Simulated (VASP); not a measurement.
VASP 6.6.1 run: CaO

INCAR

```
LREAL = .FALSE.
SIGMA = 0.02
ISIF = 2
NSW = 0
LWAVE = .FALSE.
ENCUT = 520
NELM = 120
LCHARG = .FALSE.
ISMEAR = -1
EDIFF = 1E-7
PREC = Normal
NBANDS = 15
IBRION = -1
GGA = AM
LASPH = .TRUE.
```

KPOINTS

```
KPOINTS created by Atomic Simulation Environment
0
Gamma
10 10 10
0 0 0
```

POSCAR

```
Ca O
 1.0000000000000000
    -0.0193002784750000    2.3975501188249999    2.3975501188247987
     2.3975501188249999   -0.0193002784750000    2.3975501188247987
     2.3782498404000001    2.3782498404000001    0.0000000000495975
 Ca  O
   1   1
Cartesian
  0.0000000000000000  0.0000000000000000  0.0000000000000000
  2.3782498403750001  2.3782498403750001  2.3975501188495976
```

The recommended PBE PAW datasets give the neutral cell 16 valence electrons.

Command

```
mpirun -np 1 vasp_std
```

OSZICAR

```
N       E                     dE             d eps       ncg     rms          rms(c)
DAV:   1     0.123454226398E+03    0.12345E+03   -0.83624E+03  5130   0.109E+03
DAV:   2    -0.920317099347E+01   -0.13266E+03   -0.12381E+03  6286   0.289E+02
DAV:   3    -0.143237735178E+02   -0.51206E+01   -0.50836E+01  6173   0.588E+01
DAV:   4    -0.144603642200E+02   -0.13659E+00   -0.13650E+00  7336   0.862E+00
DAV:   5    -0.144617282444E+02   -0.13640E-02   -0.13640E-02  5988   0.765E-01    0.806E+00
DAV:   6    -0.130643546291E+02    0.13974E+01   -0.42604E+00  5972   0.207E+01    0.354E+00
DAV:   7    -0.129923207225E+02    0.72034E-01   -0.36206E-01  5837   0.629E+00    0.179E+00
DAV:   8    -0.129902256987E+02    0.20950E-02   -0.77296E-02  6684   0.299E+00    0.402E-01
DAV:   9    -0.129888558480E+02    0.13699E-02   -0.54470E-03  5305   0.606E-01    0.111E-01
DAV:  10    -0.129896645479E+02   -0.80870E-03   -0.10740E-03  6397   0.322E-01    0.530E-02
DAV:  11    -0.129896316859E+02    0.32862E-04   -0.53985E-05  6861   0.101E-01    0.718E-03
DAV:  12    -0.129896332714E+02   -0.15855E-05   -0.13173E-05  5809   0.375E-02    0.492E-03
DAV:  13    -0.129896334399E+02   -0.16855E-06   -0.83404E-07  6208   0.110E-02    0.914E-04
DAV:  14    -0.129896335441E+02   -0.10416E-06   -0.12599E-07  6551   0.322E-03    0.234E-04
DAV:  15    -0.129896335240E+02    0.20079E-07   -0.10872E-08  2908   0.813E-04
   1 F= -.12989634E+02 E0= -.12989634E+02  d E =-.251236E-10
```

From OUTCAR

```
k-points           NKPTS =    171   k-points in BZ     NKDIM =    171   number of bands    NBANDS=     15

   NELECT =      16.0000    total number of electrons

   dimension x,y,z NGX =    20 NGY =   20 NGZ =   20
   dimension x,y,z NGXF=    40 NGYF=   40 NGZF=   40

  energy-cutoff  :      520.00
  volume of cell :       27.56
      direct lattice vectors                 reciprocal lattice vectors
    -0.019300278  2.397550119  2.397550119    -0.206880823  0.206880823  0.208546214
     2.397550119 -0.019300278  2.397550119     0.206880823 -0.206880823  0.208546214
     2.378249840  2.378249840  0.000000000     0.210238635  0.210238635 -0.208546214

 k-points in reciprocal lattice and weights: KPOINTS created by Atomic Simulation Env
   0.00000000  0.00000000  0.00000000       0.001
   0.10000000  0.00000000 -0.00000000       0.004
   0.20000000  0.00000000 -0.00000000       0.004
   0.30000000  0.00000000 -0.00000000       0.004
   0.40000000  0.00000000 -0.00000000       0.004
   0.50000000  0.00000000 -0.00000000       0.002
   0.10000000  0.10000000 -0.00000000       0.002
   0.20000000  0.10000000 -0.00000000       0.004
   ...

 E-fermi :   2.7002

 k-point     1 :       0.0000    0.0000    0.0000
  band No.  band energies     occupation
      1     -35.0287      2.00000
      2     -15.9154      2.00000
      3     -15.9143      2.00000
      4     -15.9129      2.00000
      5     -13.0781      2.00000
      6       2.2946      2.00000
      7       2.3206      2.00000
      8       2.3490      2.00000
      9       7.0566      0.00000
     10       8.4543      0.00000
     11       8.5367      0.00000
     12       8.6189      0.00000
     13      10.0538      0.00000
     14      10.0543      0.00000
     15      17.3010      0.00000

 k-point     2 :       0.1000    0.0000   -0.0000
  band No.  band energies     occupation
      1     -35.0186      2.00000
      2     -16.0643      2.00000
      3     -15.9194      2.00000
      4     -15.9184      2.00000
      5     -12.9214      2.00000
      6       1.9384      2.00000
      7       2.1700      2.00000
      8       2.2097      2.00000
      9       7.5140      0.00000
     10       8.4518      0.00000
     11       8.6841      0.00000
     12       8.7893      0.00000
     13      10.2982      0.00000
     14      10.2991      0.00000
     15      17.7004      0.00000

 k-point     3 :       0.2000    0.0000   -0.0000
  band No.  band energies     occupation
      1     -34.9920      2.00000
      2     -16.3998      2.00000
      3     -15.9328      2.00000
      4     -15.9318      2.00000
      5     -12.5649      2.00000
      6       1.1595      2.00000
      7       1.8290      2.00000
      8       1.8761      2.00000
      9       8.4273      0.00000
     10       8.6196      0.00000
     11       9.1548      0.00000
     12       9.2595      0.00000
     13      10.9320      0.00000
     14      10.9347      0.00000
     15      18.2954      0.00000

 ...

  Total       -0.0733639     -0.0733639     -0.0778008      0.2120102      0.0000000      0.0000000
  in kB       -4.2646950     -4.2646950     -4.5226133     12.3243020      0.0000000      0.0000000
  external PRESSURE =      -4.3506678 kB  Pullay stress =       0.0000000 kB

 POSITION                                       TOTAL-FORCE (eV/Angst)
 -----------------------------------------------------------------------------------
      0.00000      0.00000      0.00000         0.000000     -0.000000     -0.000000
      2.37825      2.37825      2.39755         0.000000      0.000000      0.000000
 -----------------------------------------------------------------------------------
    total drift:                                0.000000      0.000000      0.000000

  FREE ENERGIE OF THE ION-ELECTRON SYSTEM (eV)
  ---------------------------------------------------
  free  energy   TOTEN  =       -12.9896335240 eV

  energy  without entropy=      -12.9896335240  energy(sigma->0) =      -12.98963352
```

It converged. Results: gap between bands v and c on the k mesh 3.54 eV; least direct gap on the k mesh 3.91 eV; pressure -0.4 GPa. Band v is the last that the valence electrons fill when counted band by band, and c is the next.

For comparison, a separate PBE run of the intended cell, on usual settings and not on those above, gives a gap of 3.60 eV on its mesh and a pressure of 3.1 GPa.

The run above took about 33 s on one core of a shared host (Intel Xeon Platinum 8488C) and held 0.18 GiB at most.
